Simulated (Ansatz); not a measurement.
**Te2Mo: a frozen normal mode**

Aim: for Te2Mo, trace the energy along mode 4.

Method: DFT PBEsol, scalar-relativistic, plane waves, PAW, in Ansatz 0.2.0.

1 further run of the same task is left out (set aside as unsound or not needed).

### Step 1. The starting structure

Symmetry: P6_3/mmc, No. 194, hexagonal system. Conventional cell: a = 3.494 Å, b = 3.494 Å, c = 14.009 Å, α = 90.00°, β = 90.00°, γ = 120.00°. Te (site symmetry 3m) has 3 Mo at 2.71 Å as nearest neighbours. Mo (site symmetry -6m2) has 6 Te at 2.71 Å as nearest neighbours.

As a file:

```cif
data_structure
_symmetry_space_group_name_H-M 'P 1'
_symmetry_Int_Tables_number 1
_cell_length_a 3.4940
_cell_length_b 3.4940
_cell_length_c 14.0085
_cell_angle_alpha 90.000
_cell_angle_beta 90.000
_cell_angle_gamma 120.000
_cell_volume 148.10
loop_
_atom_site_label
_atom_site_type_symbol
_atom_site_fract_x
_atom_site_fract_y
_atom_site_fract_z
_atom_site_occupancy
Te1 Te 0.33333 0.66667 0.62113 1
Te2 Te 0.66667 0.33333 0.12113 1
Te3 Te 0.33333 0.66667 0.87887 1
Te4 Te 0.66667 0.33333 0.37887 1
Mo1 Mo 0.33333 0.66667 0.25000 1
Mo2 Mo 0.66667 0.33333 0.75000 1
```

This cell was relaxed beforehand with the same method: volume 24.68 Å³/atom, gap on the mesh 0.77 eV.

### Step 2. Zero of energy

Reference values: F = -37402.7172 eV; pressure 0.00 GPa; largest force 0.000 eV/Å; gap on the mesh 0.77 eV. It was computed beforehand with the settings of the runs below.

### Step 3. Setting up a frozen normal mode

Mode 4 of the phonon run on this cell, counted from the lowest, is frozen in: each atom moves by x times its row below, so x is the largest displacement.

```
atom      ux      uy     uz
 Te1  -0.707  -0.707  0.000
 Te2   0.707   0.707  0.000
 Te3  -0.707  -0.707  0.000
 Te4   0.707   0.707  0.000
 Mo5   0.701   0.701  0.000
 Mo6  -0.701  -0.701  0.000
```

### Step 4. Point x = -0.400 Å

input.yaml

```yaml
crystal:
  lattice:
    - [3.4939942427, 0.0, 0.0]
    - [-1.7469971213, 3.0258877748, 0.0]
    - [0.0, 0.0, 14.0085389608]
  atoms:
    - { symbol: Te, position: [0.4610215886, 0.760140957, 0.6211281373] }
    - { symbol: Te, position: [0.5389784114, 0.239859043, 0.1211281373] }
    - { symbol: Te, position: [0.4610215886, 0.760140957, 0.8788718627] }
    - { symbol: Te, position: [0.5389784114, 0.239859043, 0.3788718627] }
    - { symbol: Mo, position: [0.2067506336, 0.5740016991, 0.25] }
    - { symbol: Mo, position: [0.7932493664, 0.4259983009, 0.75] }
basis:
  ecutwfc: 420
kpoints:
  mp_grid: { grid: [12, 12, 2] }
hamiltonian:
  xc: pbesol
scf:
  occupations: { method: gaussian, width: 0.05 }
output:
  forces: true
  stress: true
  eigenvalues: true
```

On the command line:

```
$ ansatz run input.yaml --threads 2 --pin off --max-ram 5120MiB --backend cpu --events-out ev --progress --plain --runs-dir out
```

Log (excerpt; [...] marks lines left out):

```text
Warning: RAYON_NUM_THREADS=2 ignored (pool sized by the plan → 2); use --threads N
[...]
Pseudopotentials: kind: paw
Pseudopotential: Te, paw, valence charge 16, recommended cutoff 420 eV (normal), Te.paw.azcp
Pseudopotential: Mo, paw, valence charge 14, recommended cutoff 420 eV (normal), Mo.paw.azcp
Functional definition: PBEsol
[...]
Crystal: 6 atoms, lattice volume = 148.104 Å³
Basis set: ecut = 420 eV, 2849 PW (Γ), exchange–correlation on 48×48×192 points (8 copies of the dense FFT grid, shifted against one another)
Bands: 56, of which v1, the nominal top of the filled ones, is band 46 counted from 1 (45 counted from 0)
Symmetry: 4 space group operations
Space group: P21/m (ITA 11), of the structure as read, at distance tolerance 5.3e-5 Å
k-points: 148 of 288
[...]
SCF iter   1: F=—  HF=-37402.625015 eV  |F-HF|=—  |Δ(HF+E_count)|=         —  Δρ=5.52e-3  dr2=3.07e-2  ethr=1.77e-3  ⟨swp⟩=7.7  Hψ=32633  notcnv=0  defer=6
[...]
SCF iter   7: F=-37402.626538 eV  HF=-37402.626538 eV  |F-HF|=1.56e-9  |Δ(HF+E_count)|=   2.02e-7  Δρ=3.98e-6  dr2=3.81e-8  ethr=1.09e-10  ⟨swp⟩=9.8  Hψ=33711  notcnv=0
[...]
SCF converged after 7 iterations
Free energy (F): -37402.626538 eV
[...]
E sigma→0 (E₀):  -37402.626538 eV
Fermi energy:    12.893022 eV
[...]
--- Forces (eV/Å), atoms counted from 1 ---
  atom   1  Te    -0.02096001    -0.07242079     0.09179151
  atom   2  Te     0.02096001     0.07242079     0.09179151
  atom   3  Te    -0.02096001    -0.07242079    -0.09179151
  atom   4  Te     0.02096001     0.07242079    -0.09179151
  atom   5  Mo     0.00571969     0.03801303     0.00000000
  atom   6  Mo    -0.00571969    -0.03801303     0.00000000
[...]
--- Stress (GPa, compression-positive) ---
        0.118291      -0.260395       0.000000
       -0.260395       0.337806       0.000000
        0.000000       0.000000       0.804082
  P = ⅓ Tr σ = 0.4201 GPa (4.201 kbar)
--- Band table (eV; the first three rows and the last of 148) ---
[...]
```

Wall time 64 s (2 threads of Intel Xeon at 2.50GHz (Skylake/Cascade Lake), shared host); peak memory 1 GiB.

### Step 5. Changed: occupations.width 0.005

input.yaml, as its differences from that of step 4:

```diff
@@ -19,6 +19,6 @@
 scf:
-  occupations: { method: gaussian, width: 0.05 }
+  occupations: { method: gaussian, width: 0.005 }
 output:
   forces: true
+  eigenvalues: true
   stress: true
-  eigenvalues: true
```

On the command line:

```
$ ansatz run input.yaml --threads 2 --pin off --max-ram 5120MiB --backend cpu --events-out ev --progress --plain --runs-dir out
```

Log (excerpt; [...] marks lines left out):

```text
Warning: RAYON_NUM_THREADS=2 ignored (pool sized by the plan → 2); use --threads N
[...]
[... 4 set-up lines as earlier in the session ...]
[...]
Crystal: 6 atoms, lattice volume = 148.104 Å³
Basis set: ecut = 420 eV, 2849 PW (Γ), exchange–correlation on 48×48×192 points (8 copies of the dense FFT grid, shifted against one another)
Bands: 56, of which v1, the nominal top of the filled ones, is band 46 counted from 1 (45 counted from 0)
[... 2 set-up lines as earlier in the session ...]
k-points: 148 of 288
[...]
SCF iter   1: F=—  HF=-37402.625046 eV  |F-HF|=—  |Δ(HF+E_count)|=         —  Δρ=5.52e-3  dr2=3.06e-2  ethr=1.77e-3  ⟨swp⟩=7.0  Hψ=31717  notcnv=0  defer=14
[...]
SCF iter   7: F=-37402.626538 eV  HF=-37402.626538 eV  |F-HF|=2.02e-9  |Δ(HF+E_count)|=   1.96e-7  Δρ=3.39e-6  dr2=2.42e-8  ethr=1.09e-10  ⟨swp⟩=10.0  Hψ=32812  notcnv=0
[...]
SCF converged after 7 iterations
Free energy (F): -37402.626538 eV
[...]
E sigma→0 (E₀):  -37402.626538 eV
Fermi energy:    12.893080 eV
[...]
--- Forces (eV/Å), atoms counted from 1 ---
  atom   1  Te    -0.02096035    -0.07242123     0.09178129
  atom   2  Te     0.02096035     0.07242123     0.09178129
  atom   3  Te    -0.02096035    -0.07242123    -0.09178129
  atom   4  Te     0.02096035     0.07242123    -0.09178129
  atom   5  Mo     0.00572005     0.03801307     0.00000000
  atom   6  Mo    -0.00572005    -0.03801307     0.00000000
[...]
--- Stress (GPa, compression-positive) ---
        0.118361      -0.260395       0.000000
       -0.260395       0.337876       0.000000
        0.000000       0.000000       0.804133
  P = ⅓ Tr σ = 0.4201 GPa (4.201 kbar)
--- Band table (eV; the first three rows and the last of 148) ---
[...]
```

It took 59 s on 2 threads of Intel Xeon at 2.50GHz (Skylake/Cascade Lake), shared host; peak memory 1 GiB.

| run | ending | energy change | pressure (GPa) | gap (eV) | force (eV/Å) | cycles | time |
| --- | --- | --- | --- | --- | --- | --- | --- |
| step 4 | converged | 0 | 0.4 | 0.71 | 0.12 | 7 | 64 s |
| variant | converged | 0.0 meV/atom (σ→0) | 0.4 | 0.71 | 0.12 | 7 | 59 s |

The changed input (smearing) leaves the energy the same to the digits printed.

### Step 6. At x = 0.300 Å

input.yaml

```yaml
crystal:
  lattice:
    - [3.4939942427, 0.0, 0.0]
    - [-1.7469971213, 3.0258877748, 0.0]
    - [0.0, 0.0, 14.0085389608]
  atoms:
    - { symbol: Te, position: [0.2375671419, 0.5965609489, 0.6211281373] }
    - { symbol: Te, position: [0.7624328581, 0.4034390511, 0.1211281373] }
    - { symbol: Te, position: [0.2375671419, 0.5965609489, 0.8788718627] }
    - { symbol: Te, position: [0.7624328581, 0.4034390511, 0.3788718627] }
    - { symbol: Mo, position: [0.4282703581, 0.7361653923, 0.25] }
    - { symbol: Mo, position: [0.5717296419, 0.2638346077, 0.75] }
basis:
  ecutwfc: 420
kpoints:
  mp_grid: { grid: [12, 12, 2] }
hamiltonian:
  xc: pbesol
scf:
  occupations: { method: gaussian, width: 0.05 }
output:
  forces: true
  stress: true
  eigenvalues: true
```

On the command line:

```
$ ansatz run input.yaml --threads 2 --pin off --max-ram 5120MiB --backend cpu --events-out ev --progress --plain --runs-dir out
```

Log (excerpt; [...] marks lines left out):

```text
Warning: RAYON_NUM_THREADS=2 ignored (pool sized by the plan → 2); use --threads N
[...]
[... 4 set-up lines as earlier in the session ...]
[...]
Crystal: 6 atoms, lattice volume = 148.104 Å³
Basis set: ecut = 420 eV, 2849 PW (Γ), exchange–correlation on 48×48×192 points (8 copies of the dense FFT grid, shifted against one another)
Bands: 56, of which v1, the nominal top of the filled ones, is band 46 counted from 1 (45 counted from 0)
[... 2 set-up lines as earlier in the session ...]
k-points: 148 of 288
[...]
SCF iter   1: F=—  HF=-37402.634078 eV  |F-HF|=—  |Δ(HF+E_count)|=         —  Δρ=5.54e-3  dr2=3.20e-2  ethr=1.77e-3  ⟨swp⟩=7.7  Hψ=32663  notcnv=0  defer=9
[...]
SCF iter   8: F=-37402.635923 eV  HF=-37402.635923 eV  |F-HF|=2.33e-10  |Δ(HF+E_count)|=   2.70e-8  Δρ=1.26e-6  dr2=3.19e-9  ethr=1.09e-10  ⟨swp⟩=4.1  Hψ=24075  notcnv=0
[...]
SCF converged after 8 iterations
Free energy (F): -37402.635923 eV
[...]
E sigma→0 (E₀):  -37402.635923 eV
Fermi energy:    12.871975 eV
[...]
--- Forces (eV/Å), atoms counted from 1 ---
  atom   1  Te     0.08823802     0.05665084     0.08576495
  atom   2  Te    -0.08823802    -0.05665084     0.08576495
  atom   3  Te     0.08823802     0.05665084    -0.08576495
  atom   4  Te    -0.08823802    -0.05665084    -0.08576495
  atom   5  Mo    -0.05630509    -0.03635591     0.00000000
  atom   6  Mo     0.05630509     0.03635591     0.00000000
[...]
--- Stress (GPa, compression-positive) ---
        0.234643       0.018686       0.000000
        0.018686       0.024418       0.000000
        0.000000       0.000000       0.807987
  P = ⅓ Tr σ = 0.3557 GPa (3.557 kbar)
--- Band table (eV; the first three rows and the last of 148) ---
[...]
```

Wall time 73 s (2 threads of Intel Xeon at 2.50GHz (Skylake/Cascade Lake), shared host); peak memory 1 GiB.

### Step 7. Point x = -0.200 Å

input.yaml

```yaml
crystal:
  lattice:
    - [3.4939942427, 0.0, 0.0]
    - [-1.7469971213, 3.0258877748, 0.0]
    - [0.0, 0.0, 14.0085389608]
  atoms:
    - { symbol: Te, position: [0.397177461, 0.7134038118, 0.6211281373] }
    - { symbol: Te, position: [0.602822539, 0.2865961882, 0.1211281373] }
    - { symbol: Te, position: [0.397177461, 0.7134038118, 0.8788718627] }
    - { symbol: Te, position: [0.602822539, 0.2865961882, 0.3788718627] }
    - { symbol: Mo, position: [0.2700419835, 0.6203341829, 0.25] }
    - { symbol: Mo, position: [0.7299580165, 0.3796658171, 0.75] }
basis:
  ecutwfc: 420
kpoints:
  mp_grid: { grid: [12, 12, 2] }
hamiltonian:
  xc: pbesol
scf:
  occupations: { method: gaussian, width: 0.05 }
output:
  forces: true
  stress: true
  eigenvalues: true
```

On the command line:

```
$ ansatz run input.yaml --threads 2 --pin off --max-ram 5120MiB --backend cpu --events-out ev --progress --plain --runs-dir out
```

Log (excerpt; [...] marks lines left out):

```text
Warning: RAYON_NUM_THREADS=2 ignored (pool sized by the plan → 2); use --threads N
[...]
[... 4 set-up lines as earlier in the session ...]
[...]
Crystal: 6 atoms, lattice volume = 148.104 Å³
Basis set: ecut = 420 eV, 2849 PW (Γ), exchange–correlation on 48×48×192 points (8 copies of the dense FFT grid, shifted against one another)
Bands: 56, of which v1, the nominal top of the filled ones, is band 46 counted from 1 (45 counted from 0)
[... 2 set-up lines as earlier in the session ...]
k-points: 148 of 288
[...]
SCF iter   1: F=—  HF=-37402.686539 eV  |F-HF|=—  |Δ(HF+E_count)|=         —  Δρ=5.53e-3  dr2=3.39e-2  ethr=1.77e-3  ⟨swp⟩=7.6  Hψ=32548  notcnv=0  defer=8
[...]
SCF iter   8: F=-37402.688532 eV  HF=-37402.688532 eV  |F-HF|=2.26e-10  |Δ(HF+E_count)|=   3.16e-8  Δρ=1.21e-6  dr2=2.75e-9  ethr=1.09e-10  ⟨swp⟩=9.0  Hψ=30230  notcnv=0
[...]
SCF converged after 8 iterations
Free energy (F): -37402.688532 eV
[...]
E sigma→0 (E₀):  -37402.688532 eV
Fermi energy:    12.865948 eV
[...]
--- Forces (eV/Å), atoms counted from 1 ---
  atom   1  Te    -0.02667067    -0.04114899     0.02894249
  atom   2  Te     0.02667067     0.04114899     0.02894249
  atom   3  Te    -0.02667067    -0.04114899    -0.02894249
  atom   4  Te     0.02667067     0.04114899    -0.02894249
  atom   5  Mo     0.01945540     0.02859954     0.00000000
  atom   6  Mo    -0.01945540    -0.02859954     0.00000000
[...]
--- Stress (GPa, compression-positive) ---
       -0.004110      -0.108642       0.000000
       -0.108642       0.136393       0.000000
        0.000000       0.000000       0.264417
  P = ⅓ Tr σ = 0.1322 GPa (1.322 kbar)
--- Band table (eV; the first three rows and the last of 148) ---
[...]
```

Run time: 70 s. Hardware: 2 threads of Intel Xeon at 2.50GHz (Skylake/Cascade Lake), shared host; peak memory 1 GiB.

### Step 8. Point x = 0.100 Å

input.yaml

```yaml
crystal:
  lattice:
    - [3.4939942427, 0.0, 0.0]
    - [-1.7469971213, 3.0258877748, 0.0]
    - [0.0, 0.0, 14.0085389608]
  atoms:
    - { symbol: Te, position: [0.3014112695, 0.6432980941, 0.6211281373] }
    - { symbol: Te, position: [0.6985887305, 0.3567019059, 0.1211281373] }
    - { symbol: Te, position: [0.3014112695, 0.6432980941, 0.8788718627] }
    - { symbol: Te, position: [0.6985887305, 0.3567019059, 0.3788718627] }
    - { symbol: Mo, position: [0.3649790083, 0.6898329086, 0.25] }
    - { symbol: Mo, position: [0.6350209917, 0.3101670914, 0.75] }
basis:
  ecutwfc: 420
kpoints:
  mp_grid: { grid: [12, 12, 2] }
hamiltonian:
  xc: pbesol
scf:
  occupations: { method: gaussian, width: 0.05 }
output:
  forces: true
  stress: true
  eigenvalues: true
```

On the command line:

```
$ ansatz run input.yaml --threads 2 --pin off --max-ram 5120MiB --backend cpu --events-out ev --progress --plain --runs-dir out
```

Log (excerpt; [...] marks lines left out):

```text
[...]
SCF converged after 8 iterations
Free energy (F): -37402.708455 eV
[...]
E sigma→0 (E₀):  -37402.708455 eV
Fermi energy:    12.863089 eV
[...]
--- Forces (eV/Å), atoms counted from 1 ---
  atom   1  Te     0.02492724     0.02120907     0.00868062
  atom   2  Te    -0.02492724    -0.02120907     0.00868062
  atom   3  Te     0.02492724     0.02120907    -0.00868062
  atom   4  Te    -0.02492724    -0.02120907    -0.00868062
  atom   5  Mo    -0.01792395    -0.01557297     0.00000000
  atom   6  Mo     0.01792395     0.01557297     0.00000000
[...]
--- Stress (GPa, compression-positive) ---
        0.055531       0.027273       0.000000
        0.027273      -0.018153       0.000000
        0.000000       0.000000       0.087594
  P = ⅓ Tr σ = 0.0417 GPa (0.417 kbar)
--- Band table (eV; the first three rows and the last of 148) ---
[...]
```

Run time: 72 s. Hardware: 2 threads of Intel Xeon at 2.50GHz (Skylake/Cascade Lake), shared host; peak memory 1 GiB.

### Step 9. x = 0.400 Å

input.yaml

```yaml
crystal:
  lattice:
    - [3.4939942427, 0.0, 0.0]
    - [-1.7469971213, 3.0258877748, 0.0]
    - [0.0, 0.0, 14.0085389608]
  atoms:
    - { symbol: Te, position: [0.2056450781, 0.5731923763, 0.6211281373] }
    - { symbol: Te, position: [0.7943549219, 0.4268076237, 0.1211281373] }
    - { symbol: Te, position: [0.2056450781, 0.5731923763, 0.8788718627] }
    - { symbol: Te, position: [0.7943549219, 0.4268076237, 0.3788718627] }
    - { symbol: Mo, position: [0.459916033, 0.7593316342, 0.25] }
    - { symbol: Mo, position: [0.540083967, 0.2406683658, 0.75] }
basis:
  ecutwfc: 420
kpoints:
  mp_grid: { grid: [12, 12, 2] }
hamiltonian:
  xc: pbesol
scf:
  occupations: { method: gaussian, width: 0.05 }
output:
  forces: true
  stress: true
  eigenvalues: true
```

On the command line:

```
$ ansatz run input.yaml --threads 2 --pin off --max-ram 5120MiB --backend cpu --events-out ev --progress --plain --runs-dir out
```

Log (excerpt; [...] marks lines left out):

```text
[...]
SCF converged after 7 iterations
Free energy (F): -37402.574642 eV
[...]
E sigma→0 (E₀):  -37402.574642 eV
Fermi energy:    12.898831 eV
[...]
--- Forces (eV/Å), atoms counted from 1 ---
  atom   1  Te     0.11998566     0.06657833     0.15228683
  atom   2  Te    -0.11998566    -0.06657833     0.15228683
  atom   3  Te     0.11998566     0.06657833    -0.15228683
  atom   4  Te    -0.11998566    -0.06657833    -0.15228683
  atom   5  Mo    -0.07031778    -0.03653712     0.00000000
  atom   6  Mo     0.07031778     0.03653712     0.00000000
[...]
--- Stress (GPa, compression-positive) ---
        0.343490      -0.016025       0.000000
       -0.016025       0.072415       0.000000
        0.000000       0.000000       1.442011
  P = ⅓ Tr σ = 0.6193 GPa (6.193 kbar)
--- Band table (eV; the first three rows and the last of 148) ---
[...]
```

Run time: 66 s. Hardware: 2 threads of Intel Xeon at 2.50GHz (Skylake/Cascade Lake), shared host; peak memory 1 GiB.

### Step 10. A further run, with the input changed

input.yaml, as its differences from that of step 9:

```diff
@@ -19,6 +19,7 @@
 scf:
-  occupations: { method: gaussian, width: 0.05 }
+  occupations: { method: methfessel_paxton, width: 1.0 }
+  max_iter: 80
 output:
   forces: true
+  eigenvalues: true
   stress: true
-  eigenvalues: true
```

On the command line:

```
$ ansatz run input.yaml --threads 2 --pin off --max-ram 5120MiB --backend cpu --events-out ev --progress --plain --runs-dir out
```

Log (excerpt; [...] marks lines left out):

```text
Warning: RAYON_NUM_THREADS=2 ignored (pool sized by the plan → 2); use --threads N
band count auto-derived: 63 (N_el = 92.0; filled up to band 46; 56 by the electrons, moments and atoms)
[...]
[... 4 set-up lines as earlier in the session ...]
[...]
Crystal: 6 atoms, lattice volume = 148.104 Å³
Basis set: ecut = 420 eV, 2849 PW (Γ), exchange–correlation on 48×48×192 points (8 copies of the dense FFT grid, shifted against one another)
Bands: 63, of which v1, the nominal top of the filled ones, is band 46 counted from 1 (45 counted from 0)
[... 2 set-up lines as earlier in the session ...]
k-points: 148 of 288
[...]
Free energy (F): -37402.282496 eV
[...]
E sigma→0 (E₀):  -37402.460995 eV
Entropy (-TS):   0.713994 eV (118.999 meV/atom)
Fermi energy:    12.960346 eV
Step filling:    the computed levels leave a gap of 0.6759 eV = 0.7 smearing widths at the electron count; against every level under it full and every level over it empty, smearing changes F+E_penalty+E_count by +292.329 meV and its σ→0 estimate by +113.831 meV
[...]
--- Forces (eV/Å), atoms counted from 1 ---
  atom   1  Te     0.11764625     0.06526845     0.20134080
  atom   2  Te    -0.11764625    -0.06526845     0.20134080
  atom   3  Te     0.11764625     0.06526845    -0.20134080
  atom   4  Te    -0.11764625    -0.06526845    -0.20134080
  atom   5  Mo    -0.07744721    -0.04100333     0.00000000
  atom   6  Mo     0.07744721     0.04100333     0.00000000
[...]
--- Stress (GPa, compression-positive) ---
       -0.189475      -0.026839       0.000000
       -0.026839      -0.434045       0.000000
        0.000000       0.000000       0.704819
  P = ⅓ Tr σ = 0.0271 GPa (0.271 kbar)
--- Band table (eV; the first three rows and the last of 148) ---
[...]
```

It took 69 s on 2 threads of Intel Xeon at 2.50GHz (Skylake/Cascade Lake), shared host; peak memory 1.1 GiB.

### Step 11. Can this result be trusted?

The program finished normally. Convergence says nothing about whether the input makes sense.

In the input, scf.occupations.method is methfessel_paxton; scf.occupations.width is 1.0. The width is far wider than usual, so occupations near the Fermi level are blurred and the entropy term grows.

To undo it: set scf.occupations.method to gaussian and scf.occupations.width to 0.05.

| run | ending | energy change | pressure (GPa) | gap (eV) | force (eV/Å) | cycles | time |
| --- | --- | --- | --- | --- | --- | --- | --- |
| step 9 | converged | 0 | 0.6 | 0.68 | 0.20 | 7 | 66 s |
| altered | converged | +18.9 meV/atom (σ→0) | 0.0 | 0.68 | 0.24 | 7 | 69 s |

Changing the smearing moves the energy by +18.9 meV/atom (σ→0 values), and the pressure goes from 0.6 to 0.0 GPa and the largest force goes from 0.20 to 0.24 eV/Å.

[end of part 1 of 2]
